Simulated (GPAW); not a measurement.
Write an ASE script for GPAW 26.7.0 that does the following.

```yaml
Task: band structure
Functional: PBEsol
Potentials_or_basis: PAW data sets generated in the run's folder for this functional
Cutoff: 600 eV
Basis: pw
k_mesh: 9 × 9 × 9
Occupations: fermi-dirac, width 0.05 eV
Spin: collinear spin, ferromagnetic start
Starting_moments: "[1.0, 0.0] μB"
Hubbard_terms: Ni d U = 4 eV
Maxiter: 150
Band_path: GXMGRX,MR
Band_points: 60
```

Crystal: AlNi.

```
Ni Al
1.0
     2.88100    0.00000    0.00000
     0.00000    2.88100    0.00000
     0.00000    0.00000    2.88100
Ni Al
1 1
Direct
  0.50000 0.50000 0.50000
  0.00000 0.00000 0.00000
```

The input as run:

run.py

```python
from ase import Atoms
from ase.dft.bandgap import bandgap
from ase.io import write
from ase.units import GPa
from gpaw import GPAW, PW, setup_paths

setup_paths.insert(0, '.')

atoms = Atoms(['Ni', 'Al'],
              cell=[[2.881, 0.0, 0.0],
                    [0.0, 2.881, 0.0],
                    [0.0, 0.0, 2.881]],
              scaled_positions=[[0.5, 0.5, 0.5],
                                [0.0, 0.0, 0.0]],
              pbc=True)
atoms.set_initial_magnetic_moments([1.0, 0.0])

calc = GPAW(mode=PW(600),
            xc='PBEsol',
            kpts={'size': (9, 9, 9), 'gamma': True},
            occupations={'name': 'fermi-dirac', 'width': 0.05},
            setups={'Ni': ':d,4.0'},
            nbands=20,
            convergence={'density': 1e-05, 'energy': 1e-05},
            maxiter=150,
            txt='gpaw.txt')
atoms.calc = calc
energy = atoms.get_potential_energy()
forces = atoms.get_forces()
stress = atoms.get_stress()
calc.write('gs.gpw')
write('result.traj', atoms)
print(f'Energy: {energy:.6f} eV')
print('Forces (eV/A):')
print(forces.round(4))
print('Stress (GPa):', (stress / GPa).round(3))
print('Moments:', calc.get_magnetic_moments().round(3))
print('Fermi level:', round(calc.get_fermi_level(), 4), 'eV')
print(f'Gap: {bandgap(calc)[0]:.4f} eV, direct: {bandgap(calc, direct=True)[0]:.4f} eV')

path = atoms.cell.bandpath('GXMGRX,MR', npoints=60, eps=1e-4)
bs_calc = calc.fixed_density(kpts=path, symmetry='off', nbands=30,
                             convergence={'bands': 'CBM+6.0', 'eigenstates': 1e-6}, txt='bands.txt')
bs = bs_calc.band_structure()
bs.write('bs.json')
print(f'Gap on the path: {bandgap(bs_calc)[0]:.4f} eV')
```

Potentials or basis: PAW data sets generated in the run's folder for this functional, pw.

Run with:

```console
$ gpaw-setup -f PBEsol Al Ni
$ OMP_NUM_THREADS=1 python run.py
```

Results of the run:

```
Pressure                : -5.1 GPa
Band gap along the path : none (metal or under the smearing width)
Net moment              : 0.00 μB per cell
```

Caveat: the stock nickel data set gives pressures a few GPa off other programs; the U is typed as a test and isn't derived for this compound.

It took 62 s on 1 thread of Arm Neoverse V1, on a shared host, peak memory 0.23 GiB.
